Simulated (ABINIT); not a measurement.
CaSe:

```
Se Ca
1.0
     0.00000    2.95600    2.95600
     2.95600    0.00000    2.95600
     2.95600    2.95600    0.00000
Se Ca
1 1
Direct
  0.50000 0.50000 0.50000
  0.00000 0.00000 0.00000
```

Base run:

* Program: ABINIT 10.8.3 (patched build)
* Functional: PBEsol
* Potentials or basis: SG15 NC PBE v1.2
* Cutoff: 490 eV
* k mesh: 6 × 6 × 6
* Occupations: fixed
* Spin: no spin polarisation

Its results: band gap on the k mesh 1.89 eV, indirect (least direct gap 2.85 eV); pressure -0.9 GPa.

**Question.** The run is repeated on the same cell with these changes: functional from PBEsol to HSE06. What comes out?

**Answer.** Band gap on the k mesh 2.94 eV, indirect (least direct gap 3.98 eV); pressure 0.8 GPa.

HSE06 gives the wider gap, since exact exchange removes part of the self-interaction.

Caveats: the potentials were made for another functional, which shifts forces and pressure; Libxc's HSE differs a little from that of other programs (some runs).

A k mesh can miss the band edges.
